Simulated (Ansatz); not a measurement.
# KCl, thickness series

The reference is KCl in the rock salt structure (space group Fm-3m, No. 225; a = 6.244 Å). Axes: x, y, z lie along the cube axes.

Free-standing slabs (2 atom(s) a layer) normal to the z axis with 15 Å of vacuum; in-plane cell held at bulk.

Computed with plane-wave PAW DFT at the PBEsol level (Ansatz, a program for electronic structure, 420 eV), no SOC.

Notes on the quantities. layer's space group: with vacuum.

```json
[
 {"variant": "base", "band gap": "5.10 eV", "gap character": "–", "thickness between the outermost nuclei": "–", "layer's space group": "–"},
 {"variant": "1 layer", "band gap": "4.81 eV", "gap character": "indirect, M → Γ", "thickness between the outermost nuclei": "–", "layer's space group": "P4/mmm (No. 123)"},
 {"variant": "2 layers", "band gap": "5.01 eV", "gap character": "direct at Γ", "thickness between the outermost nuclei": "3.13 Å", "layer's space group": "P4/nmm (No. 129)"},
 {"variant": "3 layers", "band gap": "5.00 eV", "gap character": "direct at Γ", "thickness between the outermost nuclei": "6.26 Å", "layer's space group": "P4/mmm (No. 123)"},
 {"variant": "4 layers", "band gap": "5.02 eV", "gap character": "direct at Γ", "thickness between the outermost nuclei": "9.37 Å", "layer's space group": "P4/nmm (No. 129)"},
 {"variant": "5 layers", "band gap": "5.03 eV", "gap character": "direct at Γ", "thickness between the outermost nuclei": "12.49 Å", "layer's space group": "P4/mmm (No. 123)"},
 {"variant": "6 layers", "band gap": "5.03 eV", "gap character": "direct at Γ", "thickness between the outermost nuclei": "15.62 Å", "layer's space group": "P4/nmm (No. 129)"},
 {"variant": "7 layers", "band gap": "5.04 eV", "gap character": "direct at Γ", "thickness between the outermost nuclei": "18.74 Å", "layer's space group": "P4/mmm (No. 123)"}
]
```

Whether these cells are dynamically stable was not tested. k-point labels follow each cell's own Brillouin zone.
